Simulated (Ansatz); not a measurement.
Ti₃Al₅: opening a crack plane

Ti₃Al₅, P4/mmm, a = 3.883 Å, c = 8.297 Å. The structure is a Materials Project entry; whether it is the stable form wasn't checked. Ansatz: PBEsol, PAW, 420 eV, Γ-centred 10×10×3 mesh on 16 atoms, Gaussian smearing 0.15 eV; no spin polarisation. One cut on (001) per cell of 16 atoms is opened rigidly by x, between planes of Al+Ti and Al that stand 2.09 Å apart; y is the energy per area (15.080 Å², 1 eV/Å² = 16.02 J/m²).

| x (Å) | y (J/m²) |
| --- | --- |
| 0.00 | 0.000 |
| 0.25 | 0.203 |
| 0.50 | 0.658 |
| 0.75 | 1.207 |
| 1.00 | 1.759 |
| 1.50 | ? |
| 2.00 | 3.320 |
| 3.00 | 3.828 |
| 4.50 | 3.940 |
| 6.00 | 3.946 |

Question: Fit the universal binding curve y = W[1 − (1 + x/l) e^(−x/l)] to the other rows, give the peak stress, and predict the missing value.

Answer: Least squares gives W = 4.01 J/m² and l = 0.660 Å. The stress dy/dx peaks at x = l with W/(e l) = 22.4 GPa, for rigid faces. At x = 1.50: x/l = 2.273, y = 2.658 J/m². The run gave 2.695 J/m², so the fit is 0.037 J/m² too low, within the rms miss on the fitted rows (0.053 J/m²).

Cost: 12 runs of about 12 core-minutes in all, on Arm Neoverse V2 (shared hosts).